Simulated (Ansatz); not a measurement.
A strain series on LiF (zincblende): biaxial in x and y, z held

LiF in the zincblende structure, relaxed with r2SCAN in Ansatz 0.2.0, then strained (biaxial in x and y, z held; changes of length per length, axes as in the cell below) with the atoms relaxed again within the symmetry that is left. Space group F-43m (No. 216), cubic; conventional cell a = 4.289 Å, 9.86 Å³ an atom. Li has 4 F at 1.86 Å; F has 4 Li at 1.86 Å. The calculation is spin-unpolarised, and the structure need not be a phase that has been made.

```xyz
2
Lattice="0.0000 2.1446 2.1446 2.1446 0.0000 2.1446 2.1446 2.1446 0.0000" Properties=species:S:1:pos:R:3 pbc="T T T"
Li    0.0000    0.0000    0.0000
F     1.0723    1.0723    1.0723
```

Gaps are the least over each mesh (PBE 10×10×10, r2SCAN 10×10×10, HSE06 8×8×8 when unstrained) and the special points, which keep their unstrained names; stress is the change from the unstrained cell, compression positive.

```
strain (%)  gap, PBE (eV)  gap, r2SCAN (eV)  gap, HSE06 (eV)  edges, HSE06  in-plane stress, r2SCAN (GPa)  energy rise, r2SCAN (meV/atom)
     -1.61          8.102             8.844           10.300             Γ                          +2.13                             2.1
     -0.54          7.987             8.723           10.173             Γ                          +0.68                             0.3
       0.0          7.930             8.663           10.111             Γ                           0.00                             0.0
     +3.35          7.544             8.262            9.692             Γ                          -3.60                             7.8
```

Q: Estimate the row for a strain of -0.87 %.

A:
```
strain (%)  gap, PBE (eV)  gap, r2SCAN (eV)  gap, HSE06 (eV)  edges, HSE06  in-plane stress, r2SCAN (GPa)  energy rise, r2SCAN (meV/atom)
     -0.87          8.022             8.760           10.212             Γ                          +1.12                             0.6
```

Between zero and the nearest strains the slope of the HSE06 gap against strain is -0.115 eV per percent for negative and -0.125 for positive strain.

The meshes of the hybrids are coarse, so their gaps aren't converged to the digits shown.
